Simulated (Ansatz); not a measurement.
# Nb2NS2 MXene bilayer (AA) in a perpendicular field

Aim: how the Nb2NS2 MXene bilayer (AA) screens a field along its normal, and what the field does to its bands. A positive field points along +c.

Program: Ansatz 0.2.0. Level of theory: plane-wave DFT, PBEsol-D3(BJ), Ansatz PAW. Results are calculated unless marked as measured.

Most raw output is cut from this account.

### 1. The starting structure

The cell holds 10 atoms: 4 S, 4 Nb and 2 N. Its edges and angles: a = 3.079 Å, b = 3.079 Å, c = 61.038 Å, α = 90.0°, β = 90.0°, γ = 120.0°. Regions: layer 1: Nb2NS2 MXene, 5 atoms (2 S, 2 Nb and 1 N); layer 2: Nb2NS2 MXene, 5 atoms (2 S, 2 Nb and 1 N). Vacuum lies along c.

Coordinates:

```cif
data_structure
_symmetry_space_group_name_H-M 'P 1'
_symmetry_Int_Tables_number 1
_cell_length_a 3.0791
_cell_length_b 3.0791
_cell_length_c 61.0379
_cell_angle_alpha 90.000
_cell_angle_beta 90.000
_cell_angle_gamma 120.000
_cell_volume 501.15
loop_
_atom_site_label
_atom_site_type_symbol
_atom_site_fract_x
_atom_site_fract_y
_atom_site_fract_z
_atom_site_occupancy
S1 S 0.33333 0.66667 0.37681 1
Nb2 Nb 0.66667 0.33333 0.40622 1
N3 N 0.00000 0.00000 0.42612 1
Nb4 Nb 0.33333 0.66667 0.44602 1
S5 S 0.66667 0.33333 0.47543 1
S6 S 0.33333 0.66667 0.52457 1
Nb7 Nb 0.66667 0.33333 0.55398 1
N8 N 0.00000 0.00000 0.57388 1
Nb9 Nb 0.33333 0.66667 0.59378 1
S10 S 0.66667 0.33333 0.62319 1
```

### 2. Relaxation

The starting cell is a guess, so the in-plane lattice and the atoms are relaxed first, with the slab cut off from its images along the normal.

File input.yaml:

```yaml
crystal:
  lattice:
    - [3.079076, 0.0, 0.0]
    - [-1.539538, 2.6665580362, 0.0]
    - [0.0, 0.0, 61.0379188127]
  atoms:
    - { symbol: S, position: [0.3333333333, 0.6666666667, 0.3768149447] }
    - { symbol: Nb, position: [0.6666666667, 0.3333333333, 0.4062156579], spin: 1.0 }
    - { symbol: "N", position: [0.0, 0.0, 0.4261200285] }
    - { symbol: Nb, position: [0.3333333333, 0.6666666667, 0.4460243991], spin: 1.0 }
    - { symbol: S, position: [0.6666666667, 0.3333333333, 0.4754251123] }
    - { symbol: S, position: [0.3333333333, 0.6666666667, 0.5245748877] }
    - { symbol: Nb, position: [0.6666666667, 0.3333333333, 0.5539756009], spin: -1.0 }
    - { symbol: "N", position: [0.0, 0.0, 0.5738799715] }
    - { symbol: Nb, position: [0.3333333333, 0.6666666667, 0.5937843421], spin: -1.0 }
    - { symbol: S, position: [0.6666666667, 0.3333333333, 0.6231850553] }
  periodic: [true, true, false]
magnetization:
  spin_polarized: true
kpoints:
  mp_grid: { grid: [12, 12, 1] }
hamiltonian:
  xc: pbesol
  dispersion: d3bj
scf:
  occupations: { method: fermi_dirac, width: 0.05 }
  convergence: { dr2_threshold: 1.0e-09 }
relax:
  f_tol: 0.004
  max_steps: 90
  cell: {}
output:
  write_potential: true
  write_density: true
  volumetric_format: npy
```

Run with:

```console
> ansatz run input.yaml --threads 4 --pin off --max-ram 6144MiB --backend cpu --events-out ev --progress --plain --runs-dir out
```

The job ended after 3 min (4 threads of AMD EPYC 9R45, shared host; peak memory 1.9 GiB).

Relaxation path:

| step | energy less that of the first step (eV) | largest force component (eV/Å) | volume (Å³) |
| --- | --- | --- | --- |
| 1 | 0.0000 | 1.4758 | 501.15 |
| 2 | -0.8173 | 0.5998 | 528.55 |
| 3 | -0.9644 | 0.5259 | 557.21 |
| 4 | -1.0732 | 0.0709 | 551.15 |
| 5 | -1.1173 | 0.1213 | 550.45 |
| 6 | -1.1204 | 0.0314 | 551.83 |
| 7 | -1.1206 | 0.0199 | 551.97 |
| 8 | -1.1207 | 0.0008 | 552.06 |
| 9* | -1.1418 | 0.0011 | 552.06 |
| 10 | -1.1417 | 0.0163 | 553.29 |
| 11 | -1.1418 | 0.0002 | 552.91 |
| 12* | -1.1420 | 0.0002 | 552.91 |

Relaxation steps marked * repeat the geometry before them on a plane-wave basis chosen anew for their cell, so energy and pressure can jump there.

The run keeps the 6 symmetry operations that it works with, so distortions that break them were not tested.

```csv
cell as run,before,after,change
a (Å),3.079,3.234,+5.0 %
b (Å),3.079,3.234,+5.0 %
```

The atoms that moved most (Å, along periodic axes as changes of fractional coordinates times the final cell, across vacuum about the mean position):

```
atom     dx     dy      dz  length
 S10  0.000  0.000  -0.713   0.713
  S1  0.000  0.000   0.713   0.713
 Nb9  0.000  0.000  -0.528   0.528
 Nb2  0.000  0.000   0.528   0.528
  N3  0.000  0.000   0.445   0.445
  N8  0.000  0.000  -0.445   0.445
 Nb4  0.000  0.000   0.366   0.366
 Nb7  0.000  0.000  -0.366   0.366
```

Final coordinates:

```cif
data_structure
_symmetry_space_group_name_H-M 'P 1'
_symmetry_Int_Tables_number 1
_cell_length_a 3.2342
_cell_length_b 3.2342
_cell_length_c 61.0379
_cell_angle_alpha 90.000
_cell_angle_beta 90.000
_cell_angle_gamma 120.000
_cell_volume 552.91
loop_
_atom_site_label
_atom_site_type_symbol
_atom_site_fract_x
_atom_site_fract_y
_atom_site_fract_z
_atom_site_occupancy
S1 S 0.33333 0.66667 0.38850 1
Nb2 Nb 0.66667 0.33333 0.41486 1
N3 N 0.00000 0.00000 0.43341 1
Nb4 Nb 0.33333 0.66667 0.45202 1
S5 S 0.66667 0.33333 0.47827 1
S6 S 0.33333 0.66667 0.52173 1
Nb7 Nb 0.66667 0.33333 0.54798 1
N8 N 0.00000 0.00000 0.56659 1
Nb9 Nb 0.33333 0.66667 0.58514 1
S10 S 0.66667 0.33333 0.61150 1
```

Numbers from this step:

* energy at zero smearing: -22293.7015 eV

The lattice constant a goes from 3.079 to 3.234 Å.

### 3. Atoms held, field 0

A sawtooth potential applies the field, turning back in the middle of the vacuum. With the dipole correction the typed value is the field outside the slab. The induced dipole is small, so the SCF threshold is tight.

The cell differs from the one that the last finished run ended in (c 61.038 → 31.612 Å).

File input.yaml:

```yaml
crystal:
  lattice:
    - [3.2341679959, 0.0, 0.0]
    - [-1.6170839979, 2.8008716445, 0.0]
    - [0.0, 0.0, 31.6115267928]
  atoms:
    - { symbol: S, position: [0.3333333333, 0.6666666667, 0.2847062737] }
    - { symbol: Nb, position: [0.6666666667, 0.3333333333, 0.3356025767] }
    - { symbol: "N", position: [0.0, 0.0, 0.3714200735] }
    - { symbol: Nb, position: [0.3333333333, 0.6666666667, 0.4073511555] }
    - { symbol: S, position: [0.6666666667, 0.3333333333, 0.4580433634] }
    - { symbol: S, position: [0.3333333333, 0.6666666667, 0.5419566366] }
    - { symbol: Nb, position: [0.6666666667, 0.3333333333, 0.5926488446] }
    - { symbol: "N", position: [0.0, 0.0, 0.6285799266] }
    - { symbol: Nb, position: [0.3333333333, 0.6666666667, 0.6643974233] }
    - { symbol: S, position: [0.6666666667, 0.3333333333, 0.7152937263] }
kpoints:
  mp_grid: { grid: [18, 18, 1] }
  band_path:
    path: [[0, 0, 0], [0.5, 0, 0], [0.33333333, 0.33333333, 0], [0, 0, 0]]
    npoints: 16
hamiltonian:
  xc: pbesol
  dispersion: d3bj
scf:
  occupations: { method: fermi_dirac, width: 0.05 }
  convergence: { dr2_threshold: 1.0e-10 }
efield:
  axis: 3
  dipole_correction: true
  ramp_position: 0.97
  ramp_width: 0.06
  amplitude: 0
output:
  dos: { projected: true, e_range: [-6, 5] }
  bader: true
  write_potential: true
  write_density: true
  volumetric_format: npy
  elf: true
```

Wall time 26 s (4 threads); peak memory 1.2 GiB; 1.7 min of CPU time.

Numbers from this step:

```yaml
energy_at_zero_smearing: -22293.7045 eV
work_function_upper_face: 5.384 eV
dipole_along_the_normal: -7.91e-8 e·Å
```

Running mean over a fixed 2.8 Å (it still follows the layers) of the planar mean; the ramp of the sawtooth is left out. Table of electron's electrostatic potential energy less the Fermi level by z:

```csv
z (Å),electron's electrostatic potential energy less the Fermi level (eV)
4,5.38
5,5.38
6,5.35
7,4.57
8,0.326
9,-5.11
10,-11.5
11,-13.0
12,-14.7
13,-12.2
14,-9.16
15,-2.33
16,-1.71
17,-4.28
18,-11.2
19,-12.7
20,-14.9
21,-12.3
22,-9.95
23,-2.41
24,2.16
25,5.15
26,5.37
27,5.38
28,5.38
```

The density of states has structure finer than the step of the table below, so its rows give means over 0.25 eV, whole bins alone (the curve runs from -6 to 1.99 eV). Peaks (eV: height): -5.860: 8.27, -5.420: 21.5, -5.040: 15.2, -4.870: 17.5, -2.580: 16.7, -2.420: 11.9, 1.310: 12.1.

Density of states against energy, zero at the Fermi level; means over each step:

energy (eV), density of states (states/eV a cell) and a bar from the least value:
```
    -5.75        1.2 
    -5.50        6.3 ################
    -5.25        3.4 #######
    -5.00        8.8 ########################
    -4.75        6.8 ##################
    -4.50        4.3 ##########
    -4.25        4.2 #########
    -4.00        5.3 #############
    -3.75        5.0 ############
    -3.50        5.1 ############
    -3.25        7.5 ####################
    -3.00        8.8 ########################
    -2.75        9.5 ##########################
    -2.50       10.7 ##############################
    -2.25        5.2 #############
    -2.00        4.4 ##########
    -1.75        4.9 ############
    -1.50        3.9 ########
    -1.25        3.5 #######
    -1.00        2.7 #####
    -0.75        1.5 #
    -0.50        3.0 ######
    -0.25        3.4 #######
     0.00        3.3 #######
     0.25        2.8 #####
     0.50        2.9 #####
     0.75        4.3 ##########
     1.00        7.3 ###################
     1.25       10.8 ##############################
     1.50        7.2 ###################
     1.75        5.6 ##############
```

Projected DOS per atom over height of the atomic layer and energy from the Fermi level. Layers: S Nb N Nb S S Nb N Nb S from below.

Ten even steps from '_' (0.08 states/eV) to '@' (1.70 states/eV), each cell a mean:
```
__**__++____++__**__
__@@::@@____@@::@@__
__@@::@@____@@::@@__
__==__==____==__==__
__::__::____::__::__
__::__::____::__::__
..::__::....::__::..
______..____..______
..::__::....::__::..
::::__::::::::__::::
--::__::----::__::--
--::__::====::__::--
@@==__==%%%%==__==@@
%%--__==%%%%==__--%%
##::__--****--__::##
==::__..----..__::==
++--__::----::__--++
::::__::----::__::::
==::..::++++::..::==
##--..::----::..--##
__....::****::....__
__..**..____..**..__
```
Columns: height of the atomic layer (Å) from 9 to 22.6 (not evenly spaced); rows upwards: energy from the Fermi level (eV) from -5.96 to 1.96.

The electronic bands at the labelled points (eV, zero at the Fermi level):

```csv
point,band 40,band 41,band 42,band 43,band 44,band 45,band 46,band 47
Γ,-1.39,-0.74,-0.74,-0.66,-0.66,-0.52,-0.22,0.71
halfway,-1.98,-1.88,-1.83,0.14,0.20,0.43,0.66,1.01
M,-2.41,-2.05,-1.89,0.75,0.88,1.41,1.43,1.59
halfway,-2.64,-1.39,-1.37,0.89,0.97,0.98,1.05,1.56
K,-3.18,-0.15,-0.15,-0.07,-0.07,0.18,0.49,2.27
halfway,-2.36,-1.26,-0.85,-0.73,-0.69,1.27,1.31,1.49
Γ,-1.39,-0.74,-0.74,-0.66,-0.66,-0.52,-0.22,0.71
```

Electrostatic potential energy in the ca plane at fractional y = 0.333, with atoms of Nb and S within 0.2 Å of it. With pseudopotentials it is smooth inside the atoms' cores, unlike the true potential.

Ten even steps from '0' (-41 eV) to '9' (10 eV), each cell a mean:
```
99999999999999999999886322578888875568999998
99999999999999999999973000168888841126999998
99999999999999999999972000068898831314899998
99999999999999999999984000268888852126999998
99999999999999999999887433688877876578999988
99999999999999999998888877888766788999999888
99999999999999999987788888887655689999999877
99999999999999999998888777888766788899999888
```
Columns run along c (16.0 Å, from fractional 0.06 to 0.56 of the cell; values clipped at the 3rd and 97th percentile), rows up along a (3.2 Å). Atoms in or near the plane, at fractional coordinates: Nb at (0.34, 0.67), S at (0.46, 0.67).

ELF in the ca plane at fractional y = 0.333, with atoms of Nb and S within 0.2 Å of it. It is the smooth field of the valence electrons, not physical close to the nuclei.

Ten even steps from '0' (0.00) to '9' (0.92), each cell a mean:
```
32321147889840245523553232113788998631000000
72222368648971012137777322236864799862000000
73222477206982001138447422236740599963100000
62222368658971012227777322225875799852000000
22321137888730246533553232113688887521000000
34422223554201578763113442222245542100000000
56423321221002688874224652232122100000000000
34422213565301578762112442222356543100000000
```
Columns run along c (16.0 Å, from fractional 0.36 to 0.86 of the cell), rows up along a (3.2 Å). Atoms in or near the plane, at fractional coordinates: S at (0.46, 0.67), Nb at (0.59, 0.67), S at (0.72, 0.67).

Valence density in the ca plane at fractional y = 0.333, with atoms of Nb and S within 0.2 Å of it. It is the smooth field of the valence electrons, not physical close to the nuclei.

Values in e/Å³, 5 rows by 16 columns, each cell a mean:
```
0.7 0.2 0.5 0.9 0.3 0.1 0.4 2.3 0.8 0.2 0.5 0.9 0.3 0.0 0.0 0.0
1.4 0.2 0.7 0.7 0.5 0.1 0.6 4.6 1.8 0.2 0.6 0.7 0.5 0.0 0.0 0.0
0.7 0.2 0.5 0.9 0.3 0.1 0.4 2.4 0.9 0.2 0.5 0.9 0.3 0.0 0.0 0.0
0.4 0.6 0.4 0.3 0.1 0.3 0.4 0.3 0.4 0.6 0.4 0.3 0.1 0.0 0.0 0.0
0.5 0.6 0.4 0.2 0.1 0.3 0.4 0.3 0.4 0.6 0.4 0.2 0.1 0.0 0.0 0.0
```
Columns run along c (16.0 Å, from fractional 0.36 to 0.86 of the cell), rows up along a (3.2 Å). Atoms in or near the plane, at fractional coordinates: S at (0.46, 0.67), Nb at (0.59, 0.67), S at (0.72, 0.67).

The work function of the upper face is 5.38 eV.

### 4. Atoms held, field 0.1 V/Å

input.yaml: that of step 3 with these lines changed.

```diff
@@ -32,6 +32,4 @@
   ramp_width: 0.06
-  amplitude: 0
+  amplitude: 0.1
 output:
-  dos: { projected: true, e_range: [-6, 5] }
-  bader: true
   write_potential: true
@@ -39,2 +37 @@
   volumetric_format: npy
-  elf: true
```

Wall time 14 s (4 threads); peak memory 1.1 GiB; 53 s of CPU time.

The dipole is 0.0777 e·Å.

### 5. Single point, field -0.1 V/Å

input.yaml: that of step 4 with these lines changed.

```diff
@@ -32,3 +32,3 @@
   ramp_width: 0.06
-  amplitude: 0.1
+  amplitude: -0.1
 output:
```

It took 13 s on 4 threads; peak memory 1.1 GiB.

The dipole is -0.0777 e·Å.

### 6. Atoms held, field 0.5 V/Å

input.yaml: that of step 5 with these lines changed.

```diff
@@ -32,3 +32,3 @@
   ramp_width: 0.06
-  amplitude: -0.1
+  amplitude: 0.5
 output:
```

It took 14 s on 4 threads; peak memory 1.1 GiB; 53 s of CPU time.

The dipole is 0.389 e·Å.

### 7. Atoms held, field -0.3 V/Å

input.yaml: that of step 6 with these lines changed.

```diff
@@ -32,4 +32,6 @@
   ramp_width: 0.06
-  amplitude: 0.5
+  amplitude: -0.3
 output:
+  dos: { projected: true, e_range: [-6, 5] }
+  bader: true
   write_potential: true
@@ -37 +39,2 @@
   volumetric_format: npy
+  elf: true
```

Wall time 27 s (4 threads); peak memory 1.1 GiB; 1.8 min of CPU time.

The dipole is -0.233 e·Å.

### 8. Response, atoms held

This step: plane-wave DFT, PBEsol-D3(BJ), Ansatz PAW; response to a field along the normal, atoms held (Ansatz 0.2.0).

The dipoles give the slope, and the difference of two potentials shows where the field is screened.

This step gave:

| Item | Value |
| --- | --- |
| equivalent conductor thickness p/(ε₀AE) | 15.52 Å |
| distance between the outer atoms | 13.61 Å |

Table of dipole of the cell by applied field:

| applied field (V/Å) | dipole of the cell (e·Å) |
| --- | --- |
| -0.300 | -0.233 |
| -0.100 | -0.0777 |
| 0.000 | 0 |
| 0.100 | 0.0777 |
| 0.500 | 0.389 |

(Part 1 of 2 ends here.)

[Logs are printed without paths, hosts, clocks, repeated set-up lines and the standing remarks that a program may print on its own settings, such as how far it seeks lower states.]

[Hosts, paths, dates, database ids (printed as entryN), source tags and the programs' standing remarks are cut or masked in the printed files.]

[Maps of the electrostatic potential energy from Ansatz leave out the sawtooth potential of an applied field or a dipole correction, so their vacuum need not be flat; planar profiles and work functions include it.]

[The density of states shown here was stored with 400 of the rows of the run's finer table, so its peaks can read low, often by over a quarter, or be missed, and its means over a window can be off by a tenth or more.]
